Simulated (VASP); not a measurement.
Set up this calculation in VASP 6.6.1, as the native input.

```
Task                   : single point
Functional             : PBE
Potentials or basis    : VASP PAW PBE potentials, release 64 (W_sv)
Cutoff                 : 520 eV
k mesh                 : 24 × 24 × 24
Occupations            : gaussian, width 0.1 eV
Spin                   : no spin polarisation
Further INCAR settings : ALGO = Fast; EDIFF = 1e-07; NBANDS = 13
```

The structure of W lies in POSCAR:

```
W
1.0
   -1.5823450000      1.5823450000      1.5823450000
    1.5823450000     -1.5823450000      1.5823450000
    1.5823450000      1.5823450000     -1.5823450000
W
1
Direct
    0.0000000000      0.0000000000      0.0000000000
```

One way to write it, as run:

INCAR

```
SYSTEM = W
ALGO = Fast
EDIFF = 1E-7
ENCUT = 520
GGA = PE
ISIF = 2
ISMEAR = 0
LASPH = .True.
LCHARG = .False.
LREAL = .False.
LWAVE = .False.
NBANDS = 13
NELM = 100
PREC = Accurate
SIGMA = 0.1
```

KPOINTS

```
k-points
0
Gamma
  24 24 24
  0 0 0
```

Potentials or basis: VASP PAW PBE potentials, release 64 (W_sv).

Command:

```bash
$ cat potpaw_PBE.64/W_sv/POTCAR > POTCAR
$ mpirun -np 1 vasp_std > vasp.out
```

Results of the run:

| Quantity | Value |
| --- | --- |
| Pressure | 6.2 GPa |
| Band gap on the k mesh | none (metal or under the smearing width) |

It took 100 s on 1 thread of AMD EPYC 7R43 64-Core Processor (Zen 3) (shared host), peak memory 0.15 GiB.
